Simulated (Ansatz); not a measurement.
HfN:

```
Hf N
1.0
     0.00000    2.25600    2.25600
     2.25600    0.00000    2.25600
     2.25600    2.25600    0.00000
Hf N
1 1
Direct
  0.00000 0.00000 0.00000
  0.50000 0.50000 0.50000
```

A run of Ansatz 0.2.0 on this cell left the log below. Logs are shortened: lines on timing, memory, paths and dates and some standing lists are left out, and cuts for length are marked.

```text
Warning: RAYON_NUM_THREADS=2 ignored (pool sized by the plan → 2); use --threads N
scf.n_extra_bands = 6 over 16 filled bands (N_el = 31.0): the run solves 22 bands
Engine: ansatz 0.2.0, x86_64-unknown-linux-gnu
Pseudopotentials: kind: paw
Pseudopotential: Hf, paw, valence charge 26, recommended cutoff 420 eV (normal), Hf.paw.azcp
Pseudopotential: N, paw, valence charge 5, recommended cutoff 420 eV (normal), N.paw.azcp
Functional definition: revPBE
  parameter kappa = 1.245
  parameter beta = 0.06672455060314922
  exchange = pbe_x(kappa = kappa, mu = beta*pi^2/3)
  correlation = pbe_c(beta = beta)
Crystal: 2 atoms, lattice volume = 22.964 Å³
Basis set: ecut = 420 eV, 459 PW (Γ), exchange–correlation on 48×48×48 points (8 copies of the dense FFT grid, shifted against one another)
Bands: 22, of which v1, the nominal top of the filled ones, is band 16 counted from 1 (15 counted from 0)
Symmetry: 48 space group operations
Space group: Fm-3m (ITA 225), of the structure as read, at distance tolerance 2.8e-5 Å
k-points: 47 of 1000
Non-local potential: Hf, projectors of the file, l = 0: 3, l = 1: 2, l = 2: 2, l = 3: 3
Non-local potential: N, projectors of the file, l = 0: 2, l = 1: 2, l = 2: 1
PAW form: soft (Blöchl's): semilocal exchange-correlation on the pseudo side does not see the compensation charge
PAW frozen core: Hf, regenerated for the run's functional, and the local potential with it (the file was generated under x = pbe(κ = 0.804, μ = 0.2195149727645171), c = pbe(β = 0.06672455060314922))
PAW frozen core: N, regenerated for the run's functional, and the local potential with it (the file was generated under x = pbe(κ = 0.804, μ = 0.2195149727645171), c = pbe(β = 0.06672455060314922))
PAW one-centre angular grid: Hf, 590 points (default); XC on 64 Gauss nodes
PAW one-centre angular grid: N, 110 points (default); XC on 64 Gauss nodes
Initial density: superposition of atomic densities (neutral atoms: chi_scale 0, normalization atom), corrected by the library's trained network
Initial wavefunctions: pseudopotential atomic-orbital guess
Functional: x = revpbe(κ = 1.245, μ = 0.2195149727645171), c = pbe(β = 0.06672455060314922)
SCF iter   1: F=—  HF=-16118.486449 eV  |F-HF|=—  |Δ(HF+E_count)|=         —  Δρ=4.84e-3  dr2=6.61e-3  ethr=1.77e-3  ⟨swp⟩=5.3  Hψ=4507  notcnv=0  defer=4
preconditioner: auto → Kerker (q_TF=auto, 2.868 Å⁻¹)  [metal: Δε(μ)=0.059 eV  Ē_g=20.911 eV  σ=0.050 eV  W_gap=0.28  n_scr=14 (ndim 8)  ℏωp=41.7 eV  f_vac=0.000  D(μ)=0.83/eV (n_scr^D=8)]
SCF iter   2: F=—  HF=-16118.484918 eV  |F-HF|=—  |Δ(HF+E_count)|=   1.53e-3  Δρ=1.95e-3  dr2=6.54e-4  ethr=2.13e-5  ⟨swp⟩=1.5  Hψ=1494  notcnv=0  defer=6
SCF iter   3: F=—  HF=-16118.484803 eV  |F-HF|=—  |Δ(HF+E_count)|=   1.15e-4  Δρ=9.34e-4  dr2=1.01e-4  ethr=2.11e-6  ⟨swp⟩=1.6  Hψ=1047  notcnv=0  defer=6
SCF iter   4: F=—  HF=-16118.484789 eV  |F-HF|=—  |Δ(HF+E_count)|=   1.35e-5  Δρ=9.66e-5  dr2=1.06e-6  ethr=3.25e-7  ⟨swp⟩=2.6  Hψ=1599  notcnv=0  defer=6
SCF iter   5: F=—  HF=-16118.484776 eV  |F-HF|=—  |Δ(HF+E_count)|=   1.35e-5  Δρ=4.31e-5  dr2=2.63e-7  ethr=3.43e-9  ⟨swp⟩=2.3  Hψ=1772  notcnv=0  defer=6
SCF iter   6: F=-16118.484775 eV  HF=-16118.484775 eV  |F-HF|=9.15e-9  |Δ(HF+E_count)|=   1.79e-7  Δρ=1.38e-5  dr2=1.86e-8  ethr=3.23e-10  ⟨swp⟩=7.9  Hψ=4962  notcnv=0
SCF 1 converged in 6 iterations: F = -16118.484775 eV  dr2 = 1.86e-8
  greatest PAW one-centre occupation: 0.998 electrons in one spin orbital (limit 2), on the Hf atom at site 0 (counted from 0), in its partial waves of l = 0
NSCF: frozen V_eff on 142 k-points
SCF converged after 6 iterations
Free energy (F): -16118.484775 eV
Harris-Foulkes:  -16118.484775 eV  (|F-HF|=9.15e-9)
Internal energy: -16118.478336 eV  (E = F + TS)
E sigma→0 (E₀):  -16118.481556 eV
Entropy (-TS):   -0.006439 eV (-3.220 meV/atom)
Fermi energy:    24.132633 eV
--- Per-component energies (eV) ---
  E_band       = 187.549317
  E_kinetic    = 557.849177
  E_local      = -4706.973734  (includes V_loc(G=0)·N_el)
  E_nonlocal   = -1200.099386
  E_hartree    = 2238.309933
  E_xc         = -362.390029
  E_vxc        = -345.297388  (∫ρ·V_xc dr)
  E_paw        = -7064.337798  (= ΣΔE_a)
  E_vpaw       = 1405.449025  (= ΣTr[D̂ρ^β])
  E_aug_tail   = 0.000096  (compensation charges beyond the density's cutoff)
  E_ewald      = -5580.690577
  E_core_change = -0.146018  (= ΣΔE_core)
  E_smearing   = -0.006439  (= −TS)
  E_closure    = 0.000000  (closes the sum)
  Σ components = -16118.484775   (vs F -16118.484775, Δ=0.00e0)
--- Forces (eV/Å), atoms counted from 1 ---
  atom   1  Hf    -0.00000000     0.00000000     0.00000000
  atom   2  N      0.00000000    -0.00000000    -0.00000000
  max |Σ_I F_I| component: 1.23e-29 eV/Å
--- Stress (GPa, compression-positive) ---
        9.995705       0.000000      -0.000000
        0.000000       9.995705      -0.000000
        0.000000      -0.000000       9.995705
  P = ⅓ Tr σ = 9.9957 GPa (99.957 kbar)
--- Band table (eV; the first three rows and the last of 47) ---
  k-point 0: bands = ["-38.6801", "-7.0768", "-7.0768", "-7.0768", "6.4652", "11.3946", "11.3946", "11.3946", "11.4282", "11.5290", "11.5290", "11.5290", "21.1144", "21.1144", "21.1144", "23.7274", "23.7274", "23.7274", "25.8548", "26.0575", "26.0575", "33.6100"]
  k-point 1: bands = ["-38.6741", "-7.1786", "-7.0852", "-7.0852", "6.6883", "11.3972", "11.4030", "11.4030", "11.4333", "11.5219", "11.5219", "11.5293", "20.1835", "20.5553", "20.5553", "23.9664", "24.0589", "24.0589", "26.5598", "26.7993", "26.7993", "34.3641"]
  k-point 2: bands = ["-38.6586", "-7.4350", "-7.1069", "-7.1069", "7.2822", "11.4122", "11.4260", "11.4260", "11.4480", "11.5044", "11.5044", "11.5300", "18.5016", "19.5322", "19.5322", "24.3628", "24.8815", "24.8815", "28.0131", "28.4683", "28.4683", "36.1698"]
  k-point 46: bands = ["-38.5973", "-7.7136", "-7.5622", "-7.4237", "8.0485", "11.4467", "11.4556", "11.4601", "11.4815", "11.4834", "11.5068", "11.5390", "18.1183", "18.5184", "18.6807", "24.0562", "26.4083", "29.4904", "29.6487", "30.4060", "34.1103", "35.6438"]
```

**Question.** What input gives this log?

**Answer.** Band structure with revPBE, no spin polarisation. The files as run (others can give the same):

input.yaml
```yaml
crystal:
  lattice:
    - [0.0, 2.256, 2.256]
    - [2.256, 0.0, 2.256]
    - [2.256, 2.256, 0.0]
  atoms:
    - { symbol: Hf, position: [0.0, 0.0, 0.0] }
    - { symbol: "N", position: [0.5, 0.5, 0.5] }
hamiltonian:
  xc: revpbe
  pseudopotentials: { kind: paw }
kpoints:
  mp_grid: { grid: [10, 10, 10] }
  band_path:
    path:
      - [[0.0, 0.0, 0.0], [0.5, 0.0, 0.5], [0.5, 0.25, 0.75], [0.375, 0.375, 0.75], [0.0, 0.0, 0.0], [0.5, 0.5, 0.5], [0.625, 0.25, 0.625], [0.5, 0.25, 0.75], [0.5, 0.5, 0.5], [0.375, 0.375, 0.75]]
      - [[0.625, 0.25, 0.625], [0.5, 0.0, 0.5]]
    npoints: 14
scf:
  occupations: { method: fermi_dirac, width: 0.05 }
  n_extra_bands: 6
output:
  forces: true
  stress: true
  eigenvalues: true
  fatbands: false
```

Potentials or basis: Ansatz PAW.
Launch:
```console
$ ansatz run input.yaml --threads 2 --pin off --max-ram 5632MiB --backend cpu --events-out ev --progress --plain --runs-dir out
```

Caveat: the pressure holds a Pulay correction of +0.5 GPa for the finite cutoff; spin-orbit coupling is left out, which moves the levels of the heavy elements; the PAW data sets come from PBE, with cores solved anew for the run's functional, which leaves a small shift of forces and pressure.
